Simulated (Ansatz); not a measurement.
Bi2Te3 (Tellurobismuthite):

```
CELL_PARAMETERS angstrom
2.19300 1.26613 10.16567
-2.19300 1.26613 10.16567
0.00000 -2.53226 10.16567
ATOMIC_POSITIONS crystal
Bi 0.60000 0.60000 0.60000
Bi 0.40000 0.40000 0.40000
Te 0.79050 0.79050 0.79050
Te 0.20950 0.20950 0.20950
Te 0.00000 0.00000 0.00000
```

| Property | Result |
| --- | --- |
| Program | Ansatz 0.2.0 |
| Task | relaxation of cell and atoms |
| Functional | PBE |
| Potentials or basis | Ansatz PAW |
| Cutoff | 420 eV (not typed: the program's choice for these potentials) |
| k mesh | 7 × 7 × 7 |
| Occupations | fermi-dirac, width 0.05 eV |
| Spin | no spin polarisation |

At the start: volume 33.87 Å³/atom.

Task: Where does the relaxation end?

Result: It ends after 8 steps and the volume is 36.50 Å³/atom (+7.8 %); space group R-3m (No. 166, to 0.05 Å).

The path:
| step | energy change (eV) | largest force (eV/Å) | volume (Å³) |
| --- | --- | --- | --- |
| 1 | 0.0000 | 0.0420 | 169.36 |
| 2 | -0.0387 | 0.2000 | 180.61 |
| 3 | -0.0553 | 0.0414 | 178.70 |
| 4 | -0.0600 | 0.0641 | 179.71 |
| 5 | -0.0635 | 0.0054 | 181.25 |
| 6 | -0.0638 | 0.0011 | 182.21 |
| 7 | -0.0637 | 0.0006 | 182.50 |
| 8 | -0.0657 | 0.0005 | 182.50 |

Final structure:
```
CELL_PARAMETERS angstrom
2.22425 1.28417 10.64897
-2.22425 1.28417 10.64897
0.00000 -2.56834 10.64897
ATOMIC_POSITIONS crystal
Bi 0.60240 0.60240 0.60240
Bi 0.39760 0.39760 0.39760
Te 0.78479 0.78479 0.78479
Te 0.21521 0.21521 0.21521
Te 0.00000 0.00000 0.00000
```

Caveat: the plane-wave basis is chosen anew once the cell has moved, so the energies of steps on either side of that aren't comparable.
